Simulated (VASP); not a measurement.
A run of VASP 6.6.1 is set up as follows.

The input INCAR:

```
SYSTEM = SiO2
PREC = Accurate
ENCUT = 520
EDIFF = 1E-6
ISMEAR = 0
SIGMA = 0.02
LREAL = .False.
LASPH = .True.
NELM = 100
ALGO = Normal
ISIF = 2
LWAVE = .False.
LCHARG = .True.
GGA = PS
LELF = .True.
```

File KPOINTS:

```
regular mesh
0
Gamma
  5 5 3
  0 0 0
```

Contents of POSCAR:

```
SiO2
1.0
    4.9820000000      0.0000000000      0.0000000000
    0.0000000000      4.9820000000      0.0000000000
    0.0000000000      0.0000000000      6.9630000000
Si O
4 8
Direct
    0.7989700000      0.2010300000      0.7500000000
    0.7010300000      0.7010300000      0.5000000000
    0.2010300000      0.7989700000      0.2500000000
    0.2989700000      0.2989700000      0.0000000000
    0.1034700000      0.2398900000      0.8218700000
    0.2601100000      0.6034700000      0.0718700000
    0.8965300000      0.7601100000      0.3218700000
    0.7398900000      0.3965300000      0.5718700000
    0.6034700000      0.2601100000      0.9281300000
    0.7601100000      0.8965300000      0.6781300000
    0.3965300000      0.7398900000      0.4281300000
    0.2398900000      0.1034700000      0.1781300000
```

Potentials or basis: VASP PAW PBE potentials, release 64 (Si, O).

Run with:

```sh
$ cat potpaw_PBE.64/Si/POTCAR potpaw_PBE.64/O/POTCAR > POTCAR
$ mpirun -np 1 vasp_std > vasp.out
```

Q: Predict the band gap on the k mesh.

A: 5.71 eV, direct.

Q: Estimate the largest force.

A: 0.321 eV/Å.

Q: Predict the pressure.

A: 4.5 GPa.

Forces on the atoms (eV/Å):
```
Si   0.114 -0.114  0.000
Si  -0.114 -0.114  0.000
Si  -0.114  0.114  0.000
Si   0.114  0.114  0.000
O    0.039 -0.069 -0.311
O    0.069  0.039 -0.311
O   -0.039  0.069 -0.311
O   -0.069 -0.039 -0.311
O    0.039  0.069  0.311
O    0.069 -0.039  0.311
O   -0.039 -0.069  0.311
O   -0.069  0.039  0.311
```

Caveat: the PAW data sets were made with another functional, which shifts forces and pressure a little; an odd mesh through Γ misses points on the zone boundary, where band edges often lie.
